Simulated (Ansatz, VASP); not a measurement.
Sb in VASP and in Ansatz

The input INCAR:

```
SYSTEM = Sb
PREC = Accurate
ENCUT = 520
EDIFF = 1E-7
ISMEAR = -1
SIGMA = 0.05
LREAL = .FALSE.
LASPH = .TRUE.
NELM = 100
ALGO = Normal
ISIF = 2
LWAVE = .FALSE.
LCHARG = .FALSE.
GGA = PE
NBANDS = 8
```

Contents of KPOINTS:

```
regular mesh
0
G
  8 8 8
  0 0 0
```

File POSCAR:

```
Sb
1.0
    3.2015837161      0.0000000000      0.0000000000
    0.0000000000      3.2015837161      0.0000000000
    0.0000000000      0.0000000000      3.2015837161
Sb
1
Direct
    0.0000000000      0.0000000000      0.0000000000
```

Contents of input.yaml:

```yaml
crystal:
  lattice:
    - [3.2015837161, 0.0, 0.0]
    - [0.0, 3.2015837161, 0.0]
    - [0.0, 0.0, 3.2015837161]
  atoms:
    - { symbol: Sb, position: [0.0, 0.0, 0.0] }
hamiltonian:
  xc: pbe
  pseudopotentials: { kind: paw }
kpoints:
  mp_grid: { grid: [8, 8, 8] }
scf:
  occupations: { method: fermi_dirac, width: 0.05 }
output:
  forces: true
  stress: true
  eigenvalues: true
```

Change from the starting cell: volume scaled by 1.04.

Alike in both runs: task single point; functional PBE; k mesh 8 × 8 × 8; occupations fermi-dirac, width 0.05 eV; no spin polarisation.

```csv
,VASP,Ansatz
version,VASP 6.6.1,Ansatz 0.2.0
potentials or method,"VASP PAW PBE potentials, release 64 (Sb)",Ansatz PAW
plane-wave cutoff (eV),520,420
valence electrons in the cell,5,15
```

|  | VASP | Ansatz | Ansatz less VASP |
| --- | --- | --- | --- |
| gap on the k mesh at the Fermi level (eV) | none | none | - |
| pressure (GPa) | -3.9 | -3.9 | +0.05 |

A gap of «none» marks a metal or a gap that the smearing closes. The functional is the same, so the differences come from potentials, cutoffs and numerics. The two sets of potentials don't hold the same shells in valence.

The runs have no spin-orbit coupling, so splittings on Sb are missing.
